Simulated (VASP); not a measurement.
Set up this calculation in VASP 6.6.1, as the native input.

| Quantity | Value |
| --- | --- |
| Task | relaxation of cell and atoms |
| Functional | LDA |
| Potentials or basis | VASP PAW LDA potentials, release 64 (C) |
| Cutoff | 520 eV |
| k mesh | 15 × 15 × 6 |
| Occupations | gaussian, width 0.02 eV |
| Spin | no spin polarisation |
| Further INCAR settings | ALGO = Normal; EDIFF = 1e-07; IBRION = 2; EDIFFG = -0.002; NSW = 80; ISIF = 3 |

The structure of C lies in POSCAR:

```
C
1.0
    2.4560000000      0.0000000000      0.0000000000
   -1.2280000000      2.1269583900      0.0000000000
    0.0000000000      0.0000000000      6.6960000000
C
4
Direct
    0.0000000000      0.0000000000      0.7500000000
    0.0000000000      0.0000000000      0.2500000000
    0.3333333300      0.6666666700      0.7500000000
    0.6666666700      0.3333333300      0.2500000000
```

One way to write it, as run:

INCAR

```
SYSTEM = C
ALGO = Normal
EDIFF = 1E-7
EDIFFG = -0.002
ENCUT = 520
IBRION = 2
ISIF = 3
ISMEAR = 0
KPAR = 4
LASPH = .TRUE.
LCHARG = .FALSE.
LREAL = .FALSE.
LWAVE = .FALSE.
NELM = 100
NSW = 80
PREC = Accurate
SIGMA = 0.02
```

KPOINTS

```
k-points
0
G
  15 15 6
  0 0 0
```

Potentials or basis: VASP PAW LDA potentials, release 64 (C).

Run with:

```sh
$ cat potpaw_LDA.64/C/POTCAR > POTCAR
$ mpirun -np 4 vasp_std > vasp.out
```

Results of the run:

```
Relaxed volume                         : 8.58 Å³/atom
Relaxed cell                           : a = 2.447 Å, b = 2.447 Å, c = 6.613 Å, α = 90.00°, β = 90.00°, γ = 120.00°
Space group after relaxing (to 0.05 Å) : P6_3/mmc (No. 194)
Energy gained by relaxing              : 1.0 meV/atom
Ionic steps                            : 13
Pressure after relaxing                : 0.0 GPa
Band gap on the k mesh                 : none (metal or under the smearing width)
```

Wall time 36 s on 4 MPI ranks on Intel(R) Xeon(R) Platinum 8488C (Sapphire Rapids) (shared host), peak memory 0.14 GiB a rank.
